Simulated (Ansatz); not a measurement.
# NiO (Fm-3m) in Ansatz: further runs

The runs below take NiO through relaxation of cell and atoms, single point, equation of state, band structure, with r2SCAN+U, exchange-only PBE, PBE.

Program: Ansatz 0.2.0. These are calculated values, not measurements. Logs are shortened: lines on timing, memory, paths and dates and some standing lists are left out, and cuts for length are marked.

## Step 1: The crystal as given

It takes space group Fm-3m (No. 225, cubic). Conventional cell: a = 4.172 Å, b = 4.172 Å, c = 4.172 Å, α = 90.00°, β = 90.00°, γ = 90.00°. Ni (site symmetry m-3m) is surrounded by 6 O at 2.09 Å. O (site symmetry m-3m) has 6 Ni at 2.09 Å as nearest neighbours.

## Step 2: Relaxation of cell and atoms, r2SCAN+U, collinear spin, ferromagnetic start

Contents of input.yaml:

```yaml
crystal:
  lattice:
    - [0.0, 2.0859016414, 2.0859016414]
    - [2.0859016414, 0.0, 2.0859016414]
    - [2.0859016414, 2.0859016414, 0.0]
  atoms:
    - { symbol: Ni, position: [0.0, 0.0, 0.0], spin: 1.0 }
    - { symbol: O, position: [0.5, 0.5, 0.5] }
hamiltonian:
  xc: r2scan
  pseudopotentials: { kind: paw }
  hubbard: { sites: [{ species: Ni, l: d, u_eff: 6.0 }] }
magnetization:
  spin_polarized: true
kpoints:
  mp_grid: { grid: [11, 11, 11] }
scf:
  occupations: { method: fermi_dirac, width: 0.05 }
output:
  forces: true
  stress: true
  write_density: true
  write_potential: true
  elf: true
  volumetric_format: npy
relax:
  f_tol: 0.01
  max_steps: 40
  cell: { stress_tol: 0.05 }
```

Potentials or basis: Ansatz PAW.

Started as:

```
ansatz run input.yaml --threads 2 --pin off --max-ram 5120MiB --backend cpu --events-out ev --progress --plain --runs-dir out
```

What it wrote:

```text
Warning: RAYON_NUM_THREADS=2 ignored (pool sized by the plan → 2); use --threads N
Ni: projections on atomic orbitals take those of the free atom [Ne] 3s2 3p6 3d8 4s2, of charge +0.00 (hamiltonian.pseudopotentials.projection_atoms); the dataset's partial waves leave at most 1.6e-6 of an orbital's norm unspanned inside its sphere
O: projections on atomic orbitals take those of the free atom [He] 2s2 2p4, of charge +0.00 (hamiltonian.pseudopotentials.projection_atoms); the dataset's partial waves leave at most 1.9e-8 of an orbital's norm unspanned inside its sphere
Engine: ansatz 0.2.0, aarch64-unknown-linux-gnu
Pseudopotentials: kind: paw
Pseudopotential: Ni, paw, valence charge 18, recommended cutoff 500 eV (meta_gga), Ni.paw.azcp
Pseudopotential: O, paw, valence charge 6, recommended cutoff 500 eV (meta_gga), O.paw.azcp
Functional definition: r2SCAN
  parameter k0 = 0.174
  parameter k1 = 0.065
  parameter a1 = 4.9479
  exchange = r2scan_x(k0 = k0, k1 = k1, a1 = a1)
  correlation = r2scan_c
Crystal: 2 atoms, lattice volume = 18.151 Å³
Basis set: ecut = 500 eV, 459 PW (Γ), exchange–correlation on 96×96×96 points (64 copies of the dense FFT grid, shifted against one another)
Bands: 17, of which v1, the nominal top of the filled ones, is band 12 counted from 1 (11 counted from 0)
Symmetry: 48 space group operations
Space group: Fm-3m (ITA 225), of the structure as read, at distance tolerance 2.6e-5 Å
Magnetic group: BNS 225.116 (UNI 1618), of the structure as read, at distance tolerance 2.6e-5 Å
k-points: 56 of 1331
Non-local potential: Ni, projectors of the file, l = 0: 3, l = 1: 2, l = 2: 3, l = 3: 1
Non-local potential: O, projectors of the file, l = 0: 2, l = 1: 2, l = 2: 1
PAW form: soft (Blöchl's): semilocal exchange-correlation on the pseudo side does not see the compensation charge
PAW frozen core: Ni, regenerated for the run's functional (the file was generated under x = pbe(κ = 0.804, μ = 0.2195149727645171), c = pbe(β = 0.06672455060314922))
PAW frozen core: O, regenerated for the run's functional (the file was generated under x = pbe(κ = 0.804, μ = 0.2195149727645171), c = pbe(β = 0.06672455060314922))
PAW one-centre angular grid: Ni, 590 points (default); XC on 160 Gauss nodes
PAW one-centre angular grid: O, 302 points (default); XC on 160 Gauss nodes
Initial density: superposition of atomic densities (chi_scale 0.1, normalization cell, long waves kept (reshape's long-wave potential 0.00 eV rms))
Starting moments: Σ|m| = 1 μB on 1 of 2 sites
Initial wavefunctions: pseudopotential atomic-orbital guess
Functional: x = r2scan, c = r2scan; τ floored in thin density (d = 2e-4 eV/Å³)
SCF iter   1: F=—  HF=-6413.671353 eV  |F-HF|=—  |Δ(HF+E_count)|=         —  Δρ=3.32e-1 (↑1.79e-1 ↓3.32e-1)  dr2=3.56e1  dr2_τ=1.25e-1  dr2_m=1.20e0  M=0.256 μB ∫|m|=0.259 μB  β_m=0.30  ethr=3.10e-3  ⟨swp⟩=5.3  Hψ=8279  notcnv=0
preconditioner: auto → none  [metal: Δε(μ)=0.023 eV  Ē_g=17.427 eV  σ=0.050 eV  W_gap=0.12  n_scr=8 (ndim 8)  ℏωp=34.9 eV  f_vac=0.000  D(μ)=1.49/eV (n_scr^D=14)  sad-step TF]
SCF iter   2: F=—  HF=-6409.087954 eV  |F-HF|=—  |Δ(HF+E_count)|=    4.58e0  Δρ=6.53e-2 (↑4.51e-2 ↓6.53e-2)  dr2=4.46e-1  dr2_τ=1.30e-1  dr2_m=2.06e-1  M=1.053 μB ∫|m|=1.053 μB  β_m=1.00  ethr=3.10e-3  ⟨swp⟩=3.7  Hψ=5443  notcnv=0  defer=19  κ⁻¹=1.0e0(r=1)
SCF iter   3: F=—  HF=-6409.732676 eV  |F-HF|=—  |Δ(HF+E_count)|=   6.45e-1  Δρ=8.30e-2 (↑5.86e-2 ↓8.30e-2)  dr2=3.37e-1  dr2_τ=1.03e-2  dr2_m=6.03e-1  M=1.606 μB ∫|m|=1.610 μB  β_m=1.00  ethr=1.86e-3  ⟨swp⟩=2.5  Hψ=4784  notcnv=0  defer=21  κ⁻¹=1.7e-3(r=2)
SCF iter   4: F=—  HF=-6410.209423 eV  |F-HF|=—  |Δ(HF+E_count)|=   4.77e-1  Δρ=5.10e-2 (↑3.34e-2 ↓5.10e-2)  dr2=7.07e-2  dr2_τ=3.35e-3  dr2_m=2.53e-1  M=1.974 μB ∫|m|=1.980 μB  β_m=1.00  ethr=1.40e-3  ⟨swp⟩=2.9  Hψ=4776  notcnv=0  defer=27  κ⁻¹=8.6e-4(r=3)
SCF iter   5: F=—  HF=-6410.820675 eV  |F-HF|=—  |Δ(HF+E_count)|=   6.11e-1  Δρ=3.07e-2 (↑1.14e-2 ↓3.07e-2)  dr2=1.61e-1  dr2_τ=8.88e-4  dr2_m=2.38e-2  M=2.000 μB ∫|m|=2.010 μB  β_m=1.00  ethr=2.95e-4  ⟨swp⟩=2.3  Hψ=4262  notcnv=0  defer=43  κ⁻¹=3.0e-5(r=4)
SCF iter   6: F=—  HF=-6411.563844 eV  |F-HF|=—  |Δ(HF+E_count)|=   7.43e-1  Δρ=1.00e-2 (↑1.00e-2 ↓5.92e-3)  dr2=3.76e-2  dr2_τ=1.05e-3  dr2_m=8.65e-4  M=2.000 μB ∫|m|=2.009 μB  β_m=1.00  ethr=2.95e-4  ⟨swp⟩=3.0  Hψ=4217  notcnv=0  defer=45
Mixer restart at iter 6: flushing history
spin-set hold released at iteration 6 (site moments contracting): the magnetisation degrees of freedom join the quasi-Newton model from the next iteration; the mixer history was flushed
SCF iter   7: F=—  HF=-6412.055893 eV  |F-HF|=—  |Δ(HF+E_count)|=   4.92e-1  Δρ=1.05e-2 (↑3.34e-3 ↓1.05e-2)  dr2=1.01e-2  dr2_τ=6.98e-4  dr2_m=7.10e-3  M=2.000 μB ∫|m|=2.012 μB  β_m=1.00  ethr=1.57e-4  ⟨swp⟩=2.4  Hψ=4539  notcnv=0  defer=63  κ⁻¹=1.0e0(r=1)
SCF iter   8: F=—  HF=-6412.332589 eV  |F-HF|=—  |Δ(HF+E_count)|=   2.77e-1  Δρ=4.22e-3 (↑2.53e-3 ↓4.22e-3)  dr2=2.16e-3  dr2_τ=8.39e-5  dr2_m=1.26e-3  M=2.000 μB ∫|m|=2.012 μB  β_m=1.00  ethr=4.21e-5  ⟨swp⟩=2.0  Hψ=3690  notcnv=0  defer=63  κ⁻¹=2.1e-1(r=2)
Mixer restart at iter 8: flushing history
[... 139 lines left out ...]
SCF iter  14: F=-6412.712647 eV  HF=-6412.712641 eV  |F-HF|=6.62e-6  |Δ(HF+E_count)|=   6.23e-6  Δρ=3.57e-5 (↑2.96e-5 ↓3.57e-5)  dr2=1.03e-7  dr2_τ=8.59e-9  dr2_m=3.95e-8  M=2.000 μB ∫|m|=2.010 μB  β_m=1.20  ethr=8.21e-9  ⟨swp⟩=2.1  Hψ=2674  notcnv=0  defer=71  κ⁻¹=3.1e-7(r=8)
SCF iter  15: F=-6412.712648 eV  HF=-6412.712648 eV  |F-HF|=2.21e-7  |Δ(HF+E_count)|=   7.01e-6  Δρ=4.42e-6 (↑1.94e-6 ↓4.42e-6)  dr2=1.74e-9  dr2_τ=1.17e-10  dr2_m=1.34e-9  M=2.000 μB ∫|m|=2.010 μB  β_m=1.20  ethr=4.17e-10  ⟨swp⟩=3.2  Hψ=5119  notcnv=0  κ⁻¹=3.7e-8(r=8)
SCF iter  16: F=-6412.712648 eV  HF=-6412.712648 eV  |F-HF|=9.14e-8  |Δ(HF+E_count)|=   1.41e-7  Δρ=1.99e-6 (↑1.08e-6 ↓1.99e-6)  dr2=4.18e-10  dr2_τ=3.30e-11  dr2_m=3.01e-10  M=2.000 μB ∫|m|=2.010 μB  ethr=7.26e-12  ⟨swp⟩=3.2  Hψ=5099  notcnv=0
SCF 1 converged in 16 iterations: F = -6412.712648 eV  dr2 = 4.18e-10
Symmetry: 8 space group operations
k-points: 186 of 1331
Initial density: read from a saved state, or passed on in memory by an earlier SCF of this step, an earlier step, the calling program or the single point that the run made first
Initial wavefunctions: those read from a saved state, or passed on in memory by an earlier step or the calling program
iter 1 solved again at ethr=1.74e-12 eV; its pass at ethr=4.17e-6 eV (dr2=4.18e-10 eV) is discarded
SCF iter   1: F=-6412.712648 eV  HF=-6412.712648 eV  |F-HF|=9.14e-8  |Δ(HF+E_count)|=         —  Δρ=1.99e-6 (↑1.08e-6 ↓1.99e-6)  dr2=4.18e-10  dr2_τ=3.30e-11  dr2_m=3.01e-10  M=2.000 μB ∫|m|=2.010 μB  ethr=1.74e-12  ⟨swp⟩=1.0  Hψ=38753  notcnv=0
preconditioner: auto → none  [insulator: Δε(μ)=2.751 eV  Ē_g=17.490 eV  σ=0.050 eV  W_gap=1.00  n_scr=8 (ndim 8)  ℏωp=34.2 eV  f_vac=0.000  D(μ)=0.00/eV (n_scr^D=0)  ε∞_Penn≈4.8]
SCF iter   2: F=-6412.711261 eV  HF=-6412.711127 eV  |F-HF|=1.34e-4  |Δ(HF+E_count)|=   1.52e-3  Δρ=5.44e-4 (↑1.46e-4 ↓5.44e-4)  dr2=2.29e-5  dr2_τ=5.37e-7  dr2_m=8.17e-6  M=2.000 μB ∫|m|=2.010 μB  ethr=4.17e-6  ⟨swp⟩=1.0  Hψ=32154  notcnv=0
SCF iter   3: F=-6412.712644 eV  HF=-6412.712644 eV  |F-HF|=4.44e-7  |Δ(HF+E_count)|=   1.52e-3  Δρ=1.01e-4 (↑1.01e-4 ↓7.93e-5)  dr2=1.57e-6  dr2_τ=4.28e-8  dr2_m=7.71e-7  M=2.000 μB ∫|m|=2.010 μB  ethr=7.06e-7  ⟨swp⟩=1.1  Hψ=15666  notcnv=0
SCF iter   4: F=-6412.712648 eV  HF=-6412.712648 eV  |F-HF|=1.59e-8  |Δ(HF+E_count)|=   4.03e-6  Δρ=8.48e-6 (↑8.48e-6 ↓3.26e-6)  dr2=1.37e-8  dr2_τ=3.24e-10  dr2_m=1.82e-9  M=2.000 μB ∫|m|=2.010 μB  ethr=4.17e-10  ⟨swp⟩=2.0  Hψ=18177  notcnv=0
SCF 2 converged in 4 iterations: F = -6412.712648 eV  dr2 = 1.37e-8
SCF converged after 8 iterations
Stability not checked: this state was not tested for a lower state beside it, because the mixer in use, unlike msr1, does not test its closes by its own steps (another_mixer; see scf.mixing.algorithm and scf.lower_state_search)
Magnetization: 2.0000 μB (13.0000 up, 11.0000 down)
Absolute magnetization: 2.0079 μB (∫|ρ↑−ρ↓|, with the PAW one-centre terms)
Spin contamination: 0.0017 ħ² per cell (⟨S²⟩ above its minimum at these occupations)
Per-site moments (μB) at R_I (Å): [(1.778844404924406, 0.8709364486658833), (0.1590768539997568, 0.8709364486658833)]
Free energy (F): -6412.712648 eV
Harris-Foulkes:  -6412.712648 eV  (|F-HF|=5.46e-12)
Internal energy: -6412.712648 eV  (E = F + TS)
E sigma→0 (E₀):  -6412.712648 eV
Fermi energy:    14.104733 eV
--- Per-component energies (eV) ---
  E_band       = -403.525735
  E_kinetic    = 449.296405
  E_local      = -4047.761227  (includes V_loc(G=0)·N_el)
  E_nonlocal   = 694.221066
  E_hartree    = 1662.552355
  E_xc         = -149.782586
  E_vxc        = -217.893488  (∫ρ·V_xc dr)
  E_hubbard    = 0.570546  (on-site DFT+U / exact-exchange correction)
  E_vhub       = -23.424224  (the Hubbard potential's part of the band-sum identity)
  E_paw        = -1805.926756  (= ΣΔE_a)
  E_vpaw       = -597.497281  (= ΣTr[D̂ρ^β])
  E_aug_tail   = 0.001095  (compensation charges beyond the density's cutoff)
  E_vtau       = 14.427262  (kinetic-family band-sum trace: ∫τ·v_τ [+ j·A + Jᵃ·Aᵃ] dr)
  E_ewald      = -3215.551536
  E_core_change = -0.332010  (= ΣΔE_core)
  E_smearing   = -0.000000  (= −TS)
  E_closure    = -0.000000  (closes the sum)
  Σ components = -6412.712648   (vs F -6412.712648, Δ=0.00e0)
--- Forces (eV/Å), atoms counted from 1 ---
  atom   1  Ni    -0.00000000     0.00000000    -0.00000000
  atom   2  O      0.00000000    -0.00000000    -0.00000000
  max |Σ_I F_I| component: 1.23e-29 eV/Å
--- Stress (GPa, compression-positive) ---
        0.018059      -0.000000      -0.000000
       -0.000000       0.018059      -0.000000
       -0.000000      -0.000000       0.018059
  P = ⅓ Tr σ = 0.0181 GPa (0.181 kbar)
--- Band table (eV; the first three rows and the last of 112) ---
  k-point 0 ↑: bands = ["-95.8955", "-54.7667", "-54.7667", "-54.7667", "-7.0894", "5.9395", "5.9395", "6.9406", "6.9406", "6.9406", "11.1167", "11.1167", "11.1167", "15.3874", "31.9577", "32.6858", "32.6858"]
  k-point 1 ↑: bands = ["-95.8953", "-54.7685", "-54.7669", "-54.7669", "-6.9987", "5.8442", "5.8442", "6.8550", "6.9650", "6.9650", "10.6122", "11.2601", "11.2601", "16.0221", "29.9038", "32.3890", "32.3890"]
  k-point 2 ↑: bands = ["-95.8949", "-54.7735", "-54.7676", "-54.7676", "-6.7457", "5.5914", "5.5914", "6.5284", "7.0568", "7.0568", "9.7734", "11.6196", "11.6196", "17.3034", "27.5871", "31.2400", "31.2400"]
  k-point 55 ↓: bands = ["-92.5151", "-51.5705", "-51.5691", "-51.5611", "-5.1458", "6.8212", "6.8929", "8.7724", "9.2333", "9.8743", "9.9419", "17.2414", "17.6818", "23.1549", "24.9881", "25.2619", "28.2913"]
--- Relaxed structure (4 steps of the walk, 4 accepted, 1 SCFs on fresh bases) ---
  F+E_penalty+E_count = -6412.71264812 eV   max|allowed force component| = 6.475e-30 eV/Å   (the final SCF, on the basis selected at the relaxed cell)
  cell:  # Å, volume = 18.8242 Å³
    - [-3.5030682726157184e-35, 2.1113610876748687, 2.1113610876748687]
    - [2.1113610876748687, -6.369215041119491e-36, 2.1113610876748687]
    - [2.1113610876748687, 2.1113610876748687, 2.0063027379526383e-34]
  atoms:
    - { symbol: Ni, position: [-8.415568895392463e-37, 7.213344767471482e-37, 7.213344767456721e-37] }
    - { symbol: O, position: [0.5, 0.5, 0.5] }
```

Run time: 41 s. Hardware: 2 threads of Arm Neoverse V1, shared host; peak memory 0.75 GiB.

Results:

| Property | Result |
| --- | --- |
| Free energy | -6412.7126 eV |
| Relaxed volume | 9.41 Å³/atom |
| Relaxed cell | a = 2.986 Å, b = 2.986 Å, c = 2.986 Å, α = 60.00°, β = 60.00°, γ = 60.00° |
| Space group after relaxing (to 0.05 Å) | Fm-3m (No. 225) |
| Energy gained by relaxing | 8.3 meV/atom |
| Ionic steps | 6 |
| Pressure after relaxing | 0.0 GPa |
| Band gap on the k mesh | 2.75 eV, indirect (least direct gap 3.91 eV) |
| Net moment | 2.00 μB per cell |
| Absolute moment | 2.01 μB per cell |
| Site moments | Ni +1.78; O +0.16 μB |

The path:
```tsv
step	energy change (eV)	largest force (eV/Å)	volume (Å³)
1	0.0000	0.0000	18.15
2	-0.0123	0.0000	18.51
3	-0.0154	0.0000	18.81
4	-0.0154	0.0000	18.82
5	-0.0165	0.0000	18.82
6	-0.0165	0.0000	18.82
```

Final structure:
```
Ni O
1.0
     0.00000    2.11136    2.11136
     2.11136    0.00000    2.11136
     2.11136    2.11136    0.00000
Ni O
1 1
Direct
  0.00000 0.00000 0.00000
  0.50000 0.50000 0.50000
```

Eigenvalues of the final occupation matrices:
| site | spin | trace | eigenvalues |
| --- | --- | --- | --- |
| site 1 | 1 | 4.99 | 1.00 1.00 1.00 1.00 1.00 |
| site 1 | 2 | 3.20 | 0.10 0.10 1.00 1.00 1.00 |

Caveat: the magnetic or orbital state may not be the lowest; odd divisions of the mesh miss points on the zone boundary, where band edges often lie, so the gap on the mesh can be too wide; the plane-wave basis is chosen anew once the cell has moved, so the energies of steps on either side of that aren't comparable; a cell with one magnetic atom can't hold antiferromagnetic order, which such compounds often take; the PAW data sets come from PBE, with cores solved anew for the run's functional, which leaves a small shift of forces and pressure. The state reached can hang on the start; a lower one may exist.

## Step 3: Single point, exchange-only PBE, collinear spin, ferromagnetic start, 8.53 Å³/atom (volume scaled by 0.94)

Contents of input.yaml:

```yaml
crystal:
  lattice:
    - [0.0, 2.0433202721, 2.0433202721]
    - [2.0433202721, 0.0, 2.0433202721]
    - [2.0433202721, 2.0433202721, 0.0]
  atoms:
    - { symbol: Ni, position: [0.0, 0.0, 0.0], spin: 1.0 }
    - { symbol: O, position: [0.5, 0.5, 0.5] }
hamiltonian:
  xc: { exchange: pbe, correlation: none }
  pseudopotentials: { kind: paw }
magnetization:
  spin_polarized: true
kpoints:
  mp_grid: { grid: [11, 11, 11] }
scf:
  occupations: { method: fermi_dirac, width: 0.05 }
output:
  forces: true
  stress: true
  eigenvalues: true
  write_density: true
  write_potential: true
  elf: true
  volumetric_format: npy
```

Potentials or basis: Ansatz PAW.

Started as:

```
ansatz run input.yaml --threads 2 --pin off --max-ram 5120MiB --backend cpu --events-out ev --progress --plain --runs-dir out
```

Wall time 2.6 s (2 threads of Arm Neoverse V1, shared host); peak memory 0.29 GiB.

The run converged. Its results:

| Item | Value |
| --- | --- |
| Free energy | -6361.6473 eV |
| Pressure | 50.5 GPa |
| Band gap on the k mesh | none (metal or under the smearing width) |
| Net moment | 1.79 μB per cell |
| Absolute moment | 1.81 μB per cell |
| Site moments | Ni +1.45; O +0.29 μB |

Caveat: the pressure holds a Pulay correction of +0.9 GPa for the finite cutoff; a cell with one magnetic atom can't hold antiferromagnetic order, which such compounds often take; semilocal functionals often make such compounds metallic where correlation or magnetic order opens a gap, which also shifts bond lengths; the PAW data sets come from PBE, with cores solved anew for the run's functional, which leaves a small shift of forces and pressure.

## Step 4: Single point, exchange-only PBE, collinear spin, ferromagnetic start, 8.71 Å³/atom (volume scaled by 0.96)

input.yaml: that of step 3 with these lines changed.

```diff
@@ -2,5 +2,5 @@
   lattice:
-    - [0.0, 2.0433202721, 2.0433202721]
-    - [2.0433202721, 0.0, 2.0433202721]
-    - [2.0433202721, 2.0433202721, 0.0]
+    - [0.0, 2.0577103256, 2.0577103256]
+    - [2.0577103256, 0.0, 2.0577103256]
+    - [2.0577103256, 2.0577103256, 0.0]
   atoms:
```

Started as:

```
ansatz run input.yaml --threads 2 --pin off --max-ram 5120MiB --backend cpu --events-out ev --progress --plain --runs-dir out
```

It took 2.5 s on 2 threads of Arm Neoverse V1, shared host; peak memory 0.3 GiB.

The run converged. Its results:

```yaml
Free_energy: -6361.7548 eV
Pressure: 44.3 GPa
Band_gap_on_the_k_mesh: none (metal or under the smearing width)
Net_moment: 1.84 μB per cell
Absolute_moment: 1.85 μB per cell
Site_moments: Ni +1.48; O +0.30 μB
```

Caveat: the pressure holds a Pulay correction of +0.9 GPa for the finite cutoff; a cell with one magnetic atom can't hold antiferromagnetic order, which such compounds often take; semilocal functionals often make such compounds metallic where correlation or magnetic order opens a gap, which also shifts bond lengths; the PAW data sets come from PBE, with cores solved anew for the run's functional, which leaves a small shift of forces and pressure.

## Step 5: Single point, exchange-only PBE, collinear spin, ferromagnetic start, 8.89 Å³/atom (volume scaled by 0.98)

input.yaml: that of step 4 with these lines changed.

```diff
@@ -2,5 +2,5 @@
   lattice:
-    - [0.0, 2.0577103256, 2.0577103256]
-    - [2.0577103256, 0.0, 2.0577103256]
-    - [2.0577103256, 2.0577103256, 0.0]
+    - [0.0, 2.0719018797, 2.0719018797]
+    - [2.0719018797, 0.0, 2.0719018797]
+    - [2.0719018797, 2.0719018797, 0.0]
   atoms:
@@ -21,5 +21 @@
   eigenvalues: true
-  write_density: true
-  write_potential: true
-  elf: true
-  volumetric_format: npy
```

Started as:

```
ansatz run input.yaml --threads 2 --pin off --max-ram 5120MiB --backend cpu --events-out ev --progress --plain --runs-dir out
```

Run time: 2.1 s. Hardware: 2 threads of Arm Neoverse V1, shared host; peak memory 0.29 GiB.

Results (log left out):

| Property | Result |
| --- | --- |
| Free energy | -6361.8486 eV |
| Pressure | 38.6 GPa |
| Band gap on the k mesh | none (metal or under the smearing width) |
| Net moment | 1.87 μB per cell |
| Absolute moment | 1.89 μB per cell |
| Site moments | Ni +1.51; O +0.31 μB |

Caveat: the pressure holds a Pulay correction of +0.9 GPa for the finite cutoff; a cell with one magnetic atom can't hold antiferromagnetic order, which such compounds often take; semilocal functionals often make such compounds metallic where correlation or magnetic order opens a gap, which also shifts bond lengths; the PAW data sets come from PBE, with cores solved anew for the run's functional, which leaves a small shift of forces and pressure.

## Step 6: Single point, exchange-only PBE, collinear spin, ferromagnetic start, 9.08 Å³/atom

input.yaml: that of step 5 with these lines changed.

```diff
@@ -2,5 +2,5 @@
   lattice:
-    - [0.0, 2.0719018797, 2.0719018797]
-    - [2.0719018797, 0.0, 2.0719018797]
-    - [2.0719018797, 2.0719018797, 0.0]
+    - [0.0, 2.0859016414, 2.0859016414]
+    - [2.0859016414, 0.0, 2.0859016414]
+    - [2.0859016414, 2.0859016414, 0.0]
   atoms:
```

Potentials or basis: Ansatz PAW.

Started as:

```
ansatz run input.yaml --threads 2 --pin off --max-ram 5120MiB --backend cpu --events-out ev --progress --plain --runs-dir out
```

Run time: 2.5 s. Hardware: 2 threads of Arm Neoverse V1, shared host; peak memory 0.29 GiB.

It converged, with:

```
Free energy            : -6361.9302 eV
Pressure               : 33.4 GPa
Band gap on the k mesh : none (metal or under the smearing width)
Net moment             : 1.91 μB per cell
Absolute moment        : 1.92 μB per cell
Site moments           : Ni +1.53; O +0.32 μB
```

Caveat: the pressure holds a Pulay correction of +0.9 GPa for the finite cutoff; a cell with one magnetic atom can't hold antiferromagnetic order, which such compounds often take; semilocal functionals often make such compounds metallic where correlation or magnetic order opens a gap, which also shifts bond lengths; the PAW data sets come from PBE, with cores solved anew for the run's functional, which leaves a small shift of forces and pressure.

[end of part 1 of 2]
